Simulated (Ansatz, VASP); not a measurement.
# As in VASP and in Ansatz

```
CELL_PARAMETERS angstrom
3.57162 0.00000 0.00000
-1.78581 3.09312 0.00000
0.00000 0.00000 28.57384
ATOMIC_POSITIONS crystal
As 0.33333 0.66667 0.47554
As 0.66667 0.33333 0.52446
```

Alike in both runs: functional PBE; dispersion D3(BJ); k mesh 9 × 9 × 1; occupations gaussian, width 0.02 eV; no spin polarisation.

Ansatz relaxed the structure, and its values are those at the end. VASP's run is a single point on that final structure, the one shown.

```csv
,VASP,Ansatz
version,VASP 6.6.1,Ansatz 0.2.0
potentials or method,"VASP PAW PBE potentials, release 64 (As)","scalar-relativistic, plane waves, PAW"
plane-wave cutoff (eV),520,420
valence electrons in the cell,10,30
```

```csv
,VASP,Ansatz,Ansatz less VASP
gap on the k mesh at the Fermi level (eV),1.55,1.55,-0.003
least direct gap on the mesh (eV),2.03,2.05,+0.013
rms of the force components (eV/Å),0.053,0.000,-0.0528
```

The two sets of potentials don't hold the same shells in valence.

Expect the measured gap to be larger: semilocal functionals such as PBE lack the derivative discontinuity.
